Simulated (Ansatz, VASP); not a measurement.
# GaP in VASP and in Ansatz

Contents of INCAR:

```
SYSTEM = GaP
  PREC = Accurate
  ENCUT = 520
  EDIFF = 1E-7
  ISMEAR = 0
  SIGMA = 0.05
  LREAL = .False.
  LASPH = .True.
  NELM = 100
  ALGO = Normal
  ISIF = 2
  LWAVE = .False.
  LCHARG = .True.
  LELF = .True.
  LVHAR = .True.
  NBANDS = 16
```

KPOINTS

```
Automatic mesh
0
Gamma
  8 8 8
  0 0 0
```

File POSCAR:

```
GaP
1.0
    0.0000000000      2.6843712500      2.7252500000
    2.7252500000      0.0000000000      2.7252500000
    2.7252500000      2.6843712500      0.0000000000
Ga P
1 1
Direct
    0.0000000000      0.0000000000      0.0000000000
    0.7500000000      0.7500000000      0.7500000000
```

Input for Ansatz:

```yaml
crystal:
  lattice:
    - [0.0, 2.68437125, 2.72525]
    - [2.72525, 0.0, 2.72525]
    - [2.72525, 2.68437125, 0.0]
  atoms:
    - { symbol: Ga, position: [0.0, 0.0, 0.0] }
    - { symbol: P, position: [0.75, 0.75, 0.75] }
basis:
  ecutwfc: 420
kpoints:
  mp_grid: { grid: [8, 8, 8] }
hamiltonian:
  xc: lda
scf:
  occupations: { method: gaussian, width: 0.05 }
output:
  forces: true
  stress: true
  eigenvalues: true
```

Change from the starting cell: strain -0.0150 x Voigt [0, 1, 0, 0, 0, 0], atoms carried along.

Alike in both runs: task single point; functional LDA; k mesh 8 × 8 × 8; occupations gaussian, width 0.05 eV; no spin polarisation.

|  | VASP | Ansatz |
| --- | --- | --- |
| version | VASP 6.6.1 | Ansatz 0.2.0 |
| potentials or method | VASP PAW LDA potentials, release 64 (Ga_d, P) | scalar-relativistic, plane waves, PAW |
| plane-wave cutoff (eV) | 520 | 420 |
| valence electrons in the cell | 18 | 18 |

```csv
,VASP,Ansatz,Ansatz less VASP
gap on the k mesh at the Fermi level (eV),1.32,1.32,-0.002
least direct gap on the mesh (eV),1.70,1.68,-0.029
pressure (GPa),-1.4,-1.5,-0.12
largest component of the traceless stress (GPa),0.77,0.77,0.000
```

A k mesh can miss the band edges.
